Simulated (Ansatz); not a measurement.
The system is AlN.

```
CELL_PARAMETERS angstrom
0.00000 2.18399 2.18399
2.18399 0.00000 2.18399
2.18399 2.18399 0.00000
ATOMIC_POSITIONS crystal
Al 0.00000 0.00000 0.00000
N 0.25000 0.25000 0.25000
```

Measurements of this composition are mostly on another form, of space group No. 186.

```yaml
Program: Ansatz 0.2.0
Task: relaxation of cell and atoms
Functional: BLYP
Potentials_or_basis: all-electron LAPW, scalar-relativistic
Basis_error_allowed: 0.001 eV/atom
k_mesh: 10 × 10 × 10
Occupations: fermi-dirac, width 0.05 eV
Spin: no spin polarisation
```

At the start: volume 10.42 Å³/atom.

**Question.** Where does the relaxation end?

**Answer.** Over 5 steps the energy falls by 9.9 meV/atom and the volume is 10.83 Å³/atom (+4.0 %); space group F-43m (No. 216, to 0.05 Å).

Step by step:
```tsv
step	energy change (eV)	largest force (eV/Å)	volume (Å³)
1	0.0000	0.0000	20.83
2	-0.0147	0.0000	21.24
3	-0.0198	0.0000	21.65
4	-0.0199	0.0000	21.67
5	-0.0199	0.0000	21.67
```

Final structure:
```xyz
2
Lattice="0.0000 2.2128 2.2128 2.2128 0.0000 2.2128 2.2128 2.2128 0.0000" Properties=species:S:1:pos:R:3 pbc="T T T"
Al    0.0000    0.0000    0.0000
N     1.1064    1.1064    1.1064
```
